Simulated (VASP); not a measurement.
A run of VASP 6.6.1:

Contents of INCAR:

```
PREC = Accurate
ENCUT = 600
EDIFF = 1E-7
ISMEAR = 0
SIGMA = 0.03
LREAL = False
LASPH = True
NELM = 80
ALGO = Normal
ISIF = 3
LWAVE = False
LCHARG = False
GGA = PS
IBRION = 2
NSW = 90
EDIFFG = -0.005
KPAR = 2
```

KPOINTS

```
regular mesh
0
Gamma
  4 8 6
```

The input POSCAR:

```
SnS                                     
1.0
   11.0829687475      0.0000000000      0.0000000000
    0.0000000000      3.9844557026     -0.0000000000
    0.0000000000     -0.0000000000      4.2424904910
  Sn              S             
     4     4
Direct
     0.1183073383210545    0.2500000000000000    0.1134200440550193
     0.3816926616789455    0.7500000000000000    0.6134200440550192
     0.6183073383210547    0.2500000000000000    0.3865799559449807
     0.8816926616789453    0.7500000000000000    0.8865799559449808
     0.8534911899086042    0.2500000000000000    0.4730776793230354
     0.6465088100913958    0.7500000000000000    0.9730776793230351
     0.3534911899086045    0.2500000000000000    0.0269223206769646
     0.1465088100913955    0.7500000000000000    0.5269223206769649
```

Potentials or basis: VASP PAW PBE potentials, release 64 (Sn_d, S).

Run with:

```bash
$ cat potpaw_PBE.64/Sn_d/POTCAR potpaw_PBE.64/S/POTCAR > POTCAR
$ mpirun -np 2 vasp_std > vasp.out
```

Hardware: 2 MPI ranks on Intel(R) Xeon(R) Platinum 8488C (Sapphire Rapids), with other jobs on the host.

Task: Estimate the wall time of this run.

Result: Run time: 31 min on 2 MPI ranks on Intel(R) Xeon(R) Platinum 8488C (Sapphire Rapids), with other jobs on the host, peak memory 0.64 GiB a rank. Counts: scf iterations 101, k points 60, ion steps 14.
